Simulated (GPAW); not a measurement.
A run of GPAW 26.7.0 is set up as follows.

The input run.py:

```python
from ase import Atoms
from ase.filters import FrechetCellFilter
from ase.io import write
from ase.optimize import BFGS
from ase.units import GPa
from gpaw import GPAW, PW, setup_paths

setup_paths.insert(0, '.')

atoms = Atoms(['Mn', 'Mn', 'Mn', 'Si'],
              cell=[[0.0, 2.861, 2.861],
                    [2.861, 0.0, 2.861],
                    [2.861, 2.861, 0.0]],
              scaled_positions=[[0.75, 0.75, 0.75],
                                [0.25, 0.25, 0.25],
                                [0.5, 0.5, 0.5],
                                [0.0, 0.0, 0.0]],
              pbc=True)
atoms.set_initial_magnetic_moments([4.0, 4.0, 4.0, 0.0])

calc = GPAW(mode=PW(600),
            xc='PBEsol',
            kpts={'size': (6, 6, 6), 'gamma': True},
            occupations={'name': 'fermi-dirac', 'width': 0.05},
            nbands=44,
            convergence={'density': 1e-05, 'forces': 0.0001},
            maxiter=150,
            txt='gpaw.txt')
atoms.calc = calc
opt = BFGS(FrechetCellFilter(atoms, scalar_pressure=20 * GPa), trajectory='relax.traj', logfile='-')
done = opt.run(fmax=0.02, steps=60)
calc.write('gs.gpw')
write('result.traj', atoms)
print('Converged:', done)
print('Cell:', atoms.cell.cellpar().round(4))
print('Volume:', round(atoms.get_volume(), 4))
print(atoms.get_scaled_positions().round(5))
```

Potentials or basis: PAW data sets generated in the run's folder for this functional, pw.

Launch:

```sh
$ gpaw-setup -f PBEsol Mn Si
$ OMP_NUM_THREADS=1 python run.py
```

Predict the relaxed volume.

10.11 Å³/atom.

What does it give for the site moments?

Mn -0.34, +1.80; Si +0.02 μB.

Estimate the band gap on the k mesh.

none (metal or under the smearing width).

Final structure:
```
Mn Si
1.0
     0.00000    2.72428    2.72428
     2.72428    0.00000    2.72428
     2.72428    2.72428    0.00000
Mn Si
3 1
Cartesian
  4.0864 4.0864 4.0864
  1.3621 1.3621 1.3621
  2.7243 2.7243 2.7243
  0.0000 0.0000 0.0000
```

Caveat: each step starts from the last one's moments, so a moment once lost doesn't come back; later steps reuse the first step's grids.
